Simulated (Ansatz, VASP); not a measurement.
## Cross-check of KZnF3 between VASP and Ansatz

Aim: how closely do two programs agree when they are given the same cell, functional and k mesh? The cell is a member of a volume series, scaled by 1.015 from a relaxed one, so a pressure remains.

Calculated with Ansatz 0.2.0; plane waves, with VASP 6.6.1 beside it; single point at LDA.

**1. Set-up**

Symmetry: Pm-3m, No. 221, cubic system. The conventional cell has a = 4.001 Å, b = 4.001 Å, c = 4.001 Å, α = 90.00°, β = 90.00°, γ = 90.00°. Zn has 6 F at 2.00 Å nearest. Nearest to K lie 12 F at 2.83 Å. F has 2 Zn at 2.00 Å and 4 K at 2.83 Å nearest. Farther neighbours and most contacts between anions are not listed.

**2. Ansatz: single point, LDA, volume scaled by 1.015**

Ansatz runs on its default PAW (the set named soft_2) files.

A single point gives forces, pressure and levels at one fixed geometry, so differences don't come from the geometry; what else differs is listed under the comparison.

File input.yaml:

```yaml
crystal:
  lattice:
    - [4.00143117, 0.0, 0.0]
    - [0.0, 4.00143117, 0.0]
    - [0.0, 0.0, 4.00143117]
  atoms:
    - { symbol: Zn, position: [0.5, 0.5, 0.5] }
    - { symbol: K, position: [0.0, 0.0, 0.0] }
    - { symbol: F, position: [0.5, 0.0, 0.5] }
    - { symbol: F, position: [0.0, 0.5, 0.5] }
    - { symbol: F, position: [0.5, 0.5, 0.0] }
hamiltonian:
  xc: lda
  pseudopotentials: { kind: paw }
kpoints:
  mp_grid: { grid: [6, 6, 6] }
scf:
  occupations: { method: gaussian, width: 0.03 }
  n_extra_bands: 5
output:
  forces: true
  stress: true
  eigenvalues: true
```

Command:

```sh
ansatz run input.yaml --threads 2 --pin off --max-ram 4608MiB --backend cpu --events-out ev --progress --plain --runs-dir out
```

Numbers of over 12 decimals in the logs are rounded to 6 here.

Output:

```text
scf.n_extra_bands = 5 over 21 filled bands (N_el = 42.0): the run solves 26 bands
Engine: ansatz 0.2.0, aarch64-unknown-linux-gnu
Pseudopotentials: kind: paw
Pseudopotential: Zn, paw, valence charge 12, recommended cutoff 420 eV (normal), Zn.paw.azcp
Pseudopotential: K, paw, valence charge 9, recommended cutoff 420 eV (normal), K.paw.azcp
Pseudopotential: F, paw, valence charge 7, recommended cutoff 420 eV (normal), F.paw.azcp
Functional definition: SPW92
  exchange = slater_x
  correlation = pw_c
Crystal: 5 atoms, lattice volume = 64.069 Å³
Basis set: ecut = 420 eV, 1237 PW (Γ)
Bands: 26, of which v1, the nominal top of the filled ones, is band 21 counted from 1 (20 counted from 0)
Symmetry: 48 space group operations
Space group: Pm-3m (ITA 221), of the structure as read, at distance tolerance 4.0e-5 Å
k-points: 20 of 216
Non-local potential: Zn, projectors of the file, l = 0: 2, l = 1: 2, l = 2: 3, l = 3: 1
Non-local potential: K, projectors of the file, l = 0: 3, l = 1: 2, l = 2: 2
Non-local potential: F, projectors of the file, l = 0: 2, l = 1: 2, l = 2: 1
PAW form: soft (Blöchl's): semilocal exchange-correlation on the pseudo side does not see the compensation charge
PAW frozen core: Zn, regenerated for the run's functional, and the local potential with it (the file was generated under x = pbe(κ = 0.804, μ = 0.219515), c = pbe(β = 0.066725))
PAW frozen core: K, regenerated for the run's functional, and the local potential with it (the file was generated under x = pbe(κ = 0.804, μ = 0.219515), c = pbe(β = 0.066725))
PAW frozen core: F, regenerated for the run's functional, and the local potential with it (the file was generated under x = pbe(κ = 0.804, μ = 0.219515), c = pbe(β = 0.066725))
PAW one-centre angular grid: Zn, 590 points (default); XC on 64 Gauss nodes
PAW one-centre angular grid: K, 110 points (default); XC on 64 Gauss nodes
PAW one-centre angular grid: F, 110 points (default); XC on 64 Gauss nodes
Initial density: superposition of atomic densities (neutral atoms: chi_scale 0, normalization atom), corrected by the library's trained network
Initial wavefunctions: pseudopotential atomic-orbital guess
Functional: x = slater, c = lda
SCF iter   1: F=—  HF=-7128.485517 eV  |F-HF|=—  |Δ(HF+E_count)|=         —  Δρ=2.11e-2  dr2=1.97e-1  ethr=1.77e-3  ⟨swp⟩=6.2  Hψ=2528  notcnv=0
preconditioner: auto → Resta (q_TF=auto, 2.543 Å⁻¹)  ε∞=4.1  [insulator: Δε(μ)=3.523 eV  Ē_g=17.012 eV  σ=0.030 eV  W_gap=1.00  n_scr=18 (ndim 8)  ℏωp=30.1 eV  f_vac=0.045  D(μ)=0.00/eV (n_scr^D=0)  ε∞_Penn≈4.1]
SCF iter   2: F=—  HF=-7128.427651 eV  |F-HF|=—  |Δ(HF+E_count)|=   5.79e-2  Δρ=5.19e-3  dr2=6.03e-3  ethr=4.69e-4  ⟨swp⟩=2.0  Hψ=1093  notcnv=0  defer=18
SCF iter   3: F=—  HF=-7128.426168 eV  |F-HF|=—  |Δ(HF+E_count)|=   1.48e-3  Δρ=2.43e-3  dr2=2.11e-3  ethr=1.44e-5  ⟨swp⟩=3.0  Hψ=951  notcnv=0  defer=20
SCF iter   4: F=—  HF=-7128.425633 eV  |F-HF|=—  |Δ(HF+E_count)|=   5.35e-4  Δρ=5.45e-4  dr2=1.19e-4  ethr=5.02e-6  ⟨swp⟩=1.6  Hψ=746  notcnv=0  defer=20
SCF iter   5: F=—  HF=-7128.425614 eV  |F-HF|=—  |Δ(HF+E_count)|=   1.95e-5  Δρ=2.03e-4  dr2=1.57e-5  ethr=2.82e-7  ⟨swp⟩=2.0  Hψ=766  notcnv=0  defer=20
SCF iter   6: F=—  HF=-7128.425612 eV  |F-HF|=—  |Δ(HF+E_count)|=   1.61e-6  Δρ=4.27e-5  dr2=1.21e-6  ethr=3.73e-8  ⟨swp⟩=2.0  Hψ=766  notcnv=0  defer=20
SCF iter   7: F=-7128.425612 eV  HF=-7128.425612 eV  |F-HF|=1.52e-8  |Δ(HF+E_count)|=   1.58e-7  Δρ=6.98e-6  dr2=5.83e-8  ethr=2.38e-10  ⟨swp⟩=6.8  Hψ=2302  notcnv=0
SCF 1 converged in 7 iterations: F = -7128.425612 eV  dr2 = 5.83e-8
  greatest PAW one-centre occupation: 0.995 electrons in one spin orbital (limit 2), on the Zn atom at site 0 (counted from 0), in its partial waves of l = 2
SCF converged after 7 iterations
Free energy (F): -7128.425612 eV
Harris-Foulkes:  -7128.425612 eV  (|F-HF|=1.52e-8)
Internal energy: -7128.425612 eV  (E = F + TS)
E sigma→0 (E₀):  -7128.425612 eV
Fermi energy:    6.160744 eV
--- Per-component energies (eV) ---
  E_band       = -149.125593
  E_kinetic    = 1001.950125
  E_local      = -3999.282499  (includes V_loc(G=0)·N_el)
  E_nonlocal   = 869.809360
  E_hartree    = 1570.999791
  E_xc         = -501.454387
  E_vxc        = -518.886529  (∫ρ·V_xc dr)
  E_paw        = -3070.461192  (= ΣΔE_a)
  E_vpaw       = -644.728973  (= ΣTr[D̂ρ^β])
  E_aug_tail   = 0.005638  (compensation charges beyond the density's cutoff)
  E_ewald      = -3002.146844
  E_core_change = 2.154396  (= ΣΔE_core)
  E_smearing   = -0.000000  (= −TS)
  E_closure    = -0.000000  (closes the sum)
  Σ components = -7128.425612   (vs F -7128.425612, Δ=0.00e0)
--- Forces (eV/Å), atoms counted from 1 ---
  atom   1  Zn     0.00000000    -0.00000000     0.00000000
  atom   2  K     -0.00000000     0.00000000    -0.00000000
  atom   3  F     -0.00000000    -0.00000000    -0.00000000
  atom   4  F      0.00000000     0.00000000     0.00000000
  atom   5  F      0.00000000     0.00000000     0.00000000
  max |Σ_I F_I| component: 7.42e-29 eV/Å
--- Stress (GPa, compression-positive) ---
       -1.930235       0.000000       0.000000
       -0.000000      -1.930235       0.000000
        0.000000       0.000000      -1.930235
  P = ⅓ Tr σ = -1.9302 GPa (-19.302 kbar)
--- Band table (eV; the first three rows and the last of 20) ---
  k-point 0: bands = [... 17 lower, 2.0596, 2.2966, 2.2966, 2.2966, 8.0265, 12.6541, 12.6541, 13.4747, ... 1 higher]
  k-point 1: bands = [... 17 lower, 2.0999, 2.3134, 2.3206, 2.3206, 8.5833, 12.8868, 12.8962, 13.7637, ... 1 higher]
  k-point 2: bands = [... 17 lower, 2.1075, 2.4221, 2.4221, 2.5214, 9.8997, 12.8841, 13.4080, 14.8710, ... 1 higher]
  k-point 19: bands = [... 17 lower, 2.6873, 2.6873, 4.2948, 4.2948, 12.5080, 12.5080, 12.5080, 14.6459, ... 1 higher]
```

The job ended after 2.3 s (2 threads of Arm Neoverse N1, shared host; peak memory 0.31 GiB).

The run ends at a pressure of -1.93 GPa.

**3. VASP: single point, LDA, volume scaled by 1.015**

The same cell, functional (in two slightly different forms), mesh and smearing now go to VASP, with its own data sets and cutoff.

Lines of VASP's logs that name or quote its potential files are left out, and so is its time.

The input asks for a relaxation, which ended at its first step since no free force or stress exceeded the threshold; so it serves as a single point.

File INCAR:

```
SYSTEM = KZnF3
PREC = Accurate
ENCUT = 560
EDIFF = 1E-06
NELM = 100
ISMEAR = 0
SIGMA = 0.03
LREAL = .FALSE.
ALGO = Normal
GGA = CA
NBANDS = 27
LORBIT = 11
LWAVE = .FALSE.
LCHARG = .FALSE.
KPAR = 8
IBRION = 2
NSW = 30
ISIF = 4
EDIFFG = -0.01
```

File POSCAR:

```
KZnF3
1.0
    4.0014311710      0.0000000000      0.0000000000
    0.0000000000      4.0014311710      0.0000000000
    0.0000000000      0.0000000000      4.0014311710
Zn K F
1 1 3
Direct
    0.5000000000      0.5000000000      0.5000000000
    0.0000000000      0.0000000000      0.0000000000
    0.5000000000      0.0000000000      0.5000000000
    0.0000000000      0.5000000000      0.5000000000
    0.5000000000      0.5000000000      0.0000000000
```

File KPOINTS:

```
Automatic mesh
0
Gamma
6 6 6
0 0 0
```

PAW data sets: Zn, K_sv and F (LDA family, release 64).

Command:

```sh
mpirun -np 8 vasp_std
```

Output:

```text
[banner, memory and clock lines left out]
running    8 mpi-ranks, on    1 nodes
 distrk:  each k-point on    1 cores,    8 groups
 distr:  one band on    1 cores,    1 groups

 POSCAR found type information on POSCAR ZnK F
 POSCAR found :  3 types and       5 ions
|                                                                             |
|           W    W    AA    RRRRR   N    N  II  N    N   GGGG   !!!           |
|           W    W   A  A   R    R  NN   N  II  NN   N  G    G  !!!           |
|           W    W  A    A  R    R  N N  N  II  N N  N  G       !!!           |
|           W WW W  AAAAAA  RRRRR   N  N N  II  N  N N  G  GGG   !            |
|           WW  WW  A    A  R   R   N   NN  II  N   NN  G    G                |
|           W    W  A    A  R    R  N    N  II  N    N   GGGG   !!!           |
|                                                                             |
|     For optimal performance we recommend to set                             |
|       NCORE = 2 up to number-of-cores-per-socket                            |
|     NCORE specifies how many cores store one orbital (NPAR=cpu/NCORE).      |
|     This setting can greatly improve the performance of VASP for DFT.       |
|     The default, NCORE=1 might be grossly inefficient on modern             |
|     multi-core architectures or massively parallel machines. Do your        |
|     Unfortunately you need to use the default for GW and RPA                |
|     calculations (for HF NCORE is supported but not extensively tested      |
|     yet).                                                                   |
|                                                                             |

 LDA part: xc-table for (Slater(with rela. corr.)+CA(PZ))
 , standard interpolation
 POSCAR, INCAR and KPOINTS ok, starting setup
 FFT: planning ... GRIDC
 FFT: planning ... GRID_SOFT
 FFT: planning ... GRID
 WAVECAR not read
 entering main loop
       N       E                     dE             d eps       ncg     rms          rms(c)
DAV:   1     0.465679261011E+03    0.46568E+03   -0.23569E+04  1080   0.200E+03
DAV:   2     0.174066606917E+02   -0.44827E+03   -0.43077E+03  1203   0.499E+02
DAV:   3    -0.240229782323E+02   -0.41430E+02   -0.41157E+02  1260   0.157E+02
DAV:   4    -0.251221774524E+02   -0.10992E+01   -0.10958E+01  1741   0.243E+01
DAV:   5    -0.251413902969E+02   -0.19213E-01   -0.19198E-01  1413   0.256E+00    0.117E+01
DAV:   6    -0.231301853459E+02    0.20112E+01   -0.63303E+00  1628   0.371E+01    0.764E+00
DAV:   7    -0.231524947481E+02   -0.22309E-01   -0.12713E+00  1188   0.745E+00    0.484E+00
DAV:   8    -0.231428915034E+02    0.96032E-02   -0.50742E-01  1533   0.130E+01    0.160E+00
DAV:   9    -0.231099239145E+02    0.32968E-01   -0.79276E-02  1596   0.795E+00    0.615E-01
DAV:  10    -0.231057689227E+02    0.41550E-02   -0.65205E-02  1591   0.581E+00    0.210E-01
DAV:  11    -0.231058707173E+02   -0.10179E-03   -0.88749E-03  1196   0.883E-01    0.120E-01
DAV:  12    -0.231058569865E+02    0.13731E-04   -0.51355E-04  1429   0.226E-01    0.916E-02
DAV:  13    -0.231057166863E+02    0.14030E-03   -0.65243E-04  1614   0.827E-01    0.886E-03
DAV:  14    -0.231057275183E+02   -0.10832E-04   -0.12113E-04  1194   0.744E-02    0.115E-02
DAV:  15    -0.231057255438E+02    0.19745E-05   -0.40863E-06  1229   0.461E-02    0.540E-03
DAV:  16    -0.231057253539E+02    0.18997E-06   -0.17565E-06   818   0.125E-02
   1 F= -.23105725E+02 E0= -.23105725E+02  d E =-.231057E+02
 curvature:   0.00 expect dE= 0.000E+00 dE for cont linesearch  0.000E+00
 trial: gam= 0.00000 g(F)=  0.000E+00 g(S)=  0.268E-33 ort = 0.000E+00 (trialstep = 0.100E+01)
 search vector abs. value=  0.100E-09
 reached required accuracy - stopping structural energy minimisation
```

From OUTCAR (step 3):

```text
ion  position               nearest neighbor table
   1  0.500  0.500  0.500-   3 2.00   4 2.00   5 2.00   5 2.00   3 2.00   4 2.00
   2  0.000  0.000  0.000-   3 2.83   4 2.83   5 2.83   3 2.83   4 2.83   4 2.83   5 2.83   4 2.83
                             3 2.83   5 2.83   3 2.83   5 2.83
   3  0.500  0.000  0.500-   1 2.00   1 2.00   2 2.83   2 2.83   2 2.83   2 2.83
   4  0.000  0.500  0.500-   1 2.00   1 2.00   2 2.83   2 2.83   2 2.83   2 2.83
   5  0.500  0.500  0.000-   1 2.00   1 2.00   2 2.83   2 2.83   2 2.83   2 2.83

  LATTYP: Found a simple cubic cell.
 ALAT       =     4.0014311710

 Subroutine GETGRP returns: Found 48 space group operations
 (whereof 48 operations were pure point group operations)

The static configuration has the point symmetry O_h .

 Found     20 irreducible k-points:

   k-points           NKPTS =     20   k-points in BZ     NKDIM =     20   number of bands    NBANDS=     27

   dimension x,y,z NGX =    32 NGY =   32 NGZ =   32
   dimension x,y,z NGXF=    64 NGYF=   64 NGZF=   64

   ENCUT  =  560.0 eV  41.16 Ry    6.42 a.u.   7.72  7.72  7.72*2*pi/ulx,y,z

   NELECT =      42.0000    total number of electrons

 k-points in reciprocal lattice and weights: Automatic mesh
   0.00000000  0.00000000  0.00000000       0.005
   0.16666667  0.00000000  0.00000000       0.028
   0.33333333  0.00000000  0.00000000       0.028
   0.50000000  0.00000000  0.00000000       0.014
   0.16666667  0.16666667  0.00000000       0.056
   0.33333333  0.16666667  0.00000000       0.111
   0.50000000  0.16666667  0.00000000       0.056
   0.33333333  0.33333333  0.00000000       0.056
   0.50000000  0.33333333  0.00000000       0.056
[...]
0.50000000  0.50000000  0.33333333       0.028
   0.50000000  0.50000000  0.50000000       0.005

 average (electrostatic) potential at core
       1 -37.7933       2 -34.3904       3 -78.0591       4 -78.0591       5 -78.0591

 E-fermi :  -0.6749

 k-point     1 :       0.0000    0.0000    0.0000
  band No.  band energies     occupation
    ...
     17      -3.0722      2.00000
     18      -3.0722      2.00000
     19      -2.8320      2.00000
     20      -2.8320      2.00000
     21      -2.8320      2.00000
     22       2.8726      0.00000
     23       7.4918      0.00000
     24       7.4918      0.00000
     25       8.3282      0.00000
     26      10.0090      0.00000
    ...

 k-point     2 :       0.1667    0.0000    0.0000
  band No.  band energies     occupation
    ...
     17      -3.0291      2.00000
     18      -3.0291      2.00000
     19      -2.8058      2.00000
     20      -2.8058      2.00000
     21      -2.8055      2.00000
     22       3.4318      0.00000
     23       7.7283      0.00000
     24       7.7364      0.00000
     25       8.6187      0.00000
     26      10.0411      0.00000
    ...

 k-point     3 :       0.3333    0.0000    0.0000
  band No.  band energies     occupation
    ...
     17      -3.0220      2.00000
     18      -3.0220      2.00000
     19      -2.6997      2.00000
     20      -2.6997      2.00000
     21      -2.5871      2.00000
     22       4.7523      0.00000
     23       7.7332      0.00000
     24       8.2540      0.00000
     25       9.7335      0.00000
     26      10.0938      0.00000
    ...

  Total       -0.5484518     -0.5484518     -0.5484518     -0.0000000     -0.0000000      0.0000000
  in kB      -13.7152258    -13.7152258    -13.7152258     -0.0000000     -0.0000000      0.0000000
  external PRESSURE =     -13.7152258 kB  Pullay stress =       0.0000000 kB

  energy-cutoff  :      560.00
  volume of cell :       64.07
      direct lattice vectors                 reciprocal lattice vectors
     4.001431171  0.000000000  0.000000000     0.249910584  0.000000000  0.000000000
     0.000000000  4.001431171  0.000000000     0.000000000  0.249910584  0.000000000
     0.000000000  0.000000000  4.001431171     0.000000000  0.000000000  0.249910584

 POSITION                                       TOTAL-FORCE (eV/Angst)
 -----------------------------------------------------------------------------------
      2.00072      2.00072      2.00072         0.000000      0.000000      0.000000
      0.00000      0.00000      0.00000         0.000000      0.000000      0.000000
      2.00072      0.00000      2.00072         0.000000      0.000000      0.000000
      0.00000      2.00072      2.00072         0.000000      0.000000      0.000000
      2.00072      2.00072      0.00000         0.000000      0.000000      0.000000
 -----------------------------------------------------------------------------------
    total drift:                                0.000000     -0.000000     -0.000000

  FREE ENERGIE OF THE ION-ELECTRON SYSTEM (eV)
  ---------------------------------------------------
  free  energy   TOTEN  =       -23.1057253539 eV

  energy  without entropy=      -23.1057253539  energy(sigma->0) =      -23.10572535

 reached required accuracy - stopping structural energy minimisation

 total charge
# of ion       s       p       d       tot
------------------------------------------
    1        0.365   0.415   9.971  10.750
    2        1.953   5.568   0.027   7.547
    3        1.722   4.347   0.000   6.069
    4        1.722   4.347   0.000   6.069
    5        1.722   4.347   0.000   6.069
--------------------------------------------------
tot          7.482  19.024   9.998  36.504

[... 3 further parts left out ...]
```

CONTCAR:

```
KZnF3
   1.00000000000000
     4.0014311710000001    0.0000000000000000    0.0000000000000000
     0.0000000000000000    4.0014311710000001    0.0000000000000000
     0.0000000000000000    0.0000000000000000    4.0014311710000001
  Zn              K               F
     1     1     3
Direct
     0.5000000000000000    0.5000000000000000    0.5000000000000000
     0.0000000000000000    0.0000000000000000    0.0000000000000000
     0.5000000000000000    0.0000000000000000    0.5000000000000000
     0.0000000000000000    0.5000000000000000    0.5000000000000000
     0.5000000000000000    0.5000000000000000    0.0000000000000000
```

The gap is read on the k-mesh alone, so it is an upper bound where the band edges lie off the mesh. The run keeps the 48 symmetry operations of its start, so it cannot find a distortion of lower symmetry.

**4. Differences**

Known differences besides the potentials themselves: the two LDA forms differ slightly; the cutoff is 420 eV in Ansatz and 560 eV in VASP; VASP's log shows a relativistic correction to its local exchange, Ansatz's none. Total energies have different zeros and are not compared.

Both answers:

```
                                        quantity  Ansatz   VASP  difference
                                  pressure (GPa)   -1.93  -1.37       -0.56
pressure without Ansatz's Pulay correction (GPa)   -2.80  -1.37       -1.43
                          gap on the k mesh (eV)   3.732  3.691      +0.041
```

A gap on the mesh is an upper bound, since the band edges may lie between its points. Ansatz's pressure holds a Pulay correction of 0.87 GPa; VASP's holds none.

**5. What the set-up changes**

Further runs change the set-up of one program: Ansatz's method, potentials or start, or VASP's data sets, cutoff or form of LDA. The table gives Ansatz less VASP for each quantity, since a change that brings one quantity closer may part another.

```
                              run  pressure (GPa)  gap on the k mesh (eV)
                         as above           -0.56                   0.041
Ansatz's all-electron LAPW method           -0.59                   0.051
```

**6. Ansatz: single point, LDA, volume scaled by 0.97**

A single point gives forces, pressure and levels at one fixed geometry, so differences don't come from the geometry; what else differs is listed under the comparison. The cell compared in this pair holds 61.23 Å³, against 64.07 Å³ for the pair before.

The cell is a member of a volume series, scaled by 0.97 from a relaxed one, so a pressure remains.

input.yaml: that of step 2 with these lines changed.

```diff
@@ -2,5 +2,5 @@
   lattice:
-    - [4.00143117, 0.0, 0.0]
-    - [0.0, 4.00143117, 0.0]
-    - [0.0, 0.0, 4.00143117]
+    - [3.94140063, 0.0, 0.0]
+    - [0.0, 3.94140063, 0.0]
+    - [0.0, 0.0, 3.94140063]
   atoms:
```

Command:

```sh
ansatz run input.yaml --threads 2 --pin off --max-ram 4608MiB --backend cpu --events-out ev --progress --plain --runs-dir out
```

Output:

```text
[...]
Crystal: 5 atoms, lattice volume = 61.228 Å³
Basis set: ecut = 420 eV, 1213 PW (Γ)
Bands: 26, of which v1, the nominal top of the filled ones, is band 21 counted from 1 (20 counted from 0)
Symmetry: 48 space group operations
[...]
k-points: 20 of 216
[...]
k-point 0: bands = [... 17 lower, 2.4837, 2.7627, 2.7627, 2.7627, 8.9004, 13.1766, 13.1766, 14.3323, ... 1 higher]
  k-point 1: bands = [... 17 lower, 2.5431, 2.8047, 2.8047, 2.8810, 9.4696, 13.4338, 13.4552, 14.6199, ... 1 higher]
  k-point 2: bands = [... 17 lower, 2.5465, 2.9546, 2.9546, 3.2073, 10.8241, 13.6202, 13.9764, 15.6641, ... 1 higher]
  k-point 19: bands = [... 17 lower, 3.1583, 3.1583, 5.0363, 5.0363, 13.1736, 13.1736, 13.1736, 15.7618, ... 1 higher]
[key lines of the parts left out:]
SCF converged after 7 iterations
Free energy (F): -7128.423130 eV
Fermi energy:    6.968462 eV
P = ⅓ Tr σ = 2.4340 GPa (24.340 kbar)
```

Wall time 2.2 s (2 threads); peak memory 0.3 GiB.

The run ends at a pressure of 2.43 GPa.

[end of part 1 of 2]

[Lines on the potential files, build, host, timing and source positions are cut from VASP's logs without a mark.]

[Logs are printed without paths, hosts, clocks, repeated set-up lines and the standing remarks that a program may print on its own settings, such as how far it seeks lower states.]

[Hosts, paths, dates, database ids (printed as entryN), source tags and the programs' standing remarks are cut or masked in the printed files.]
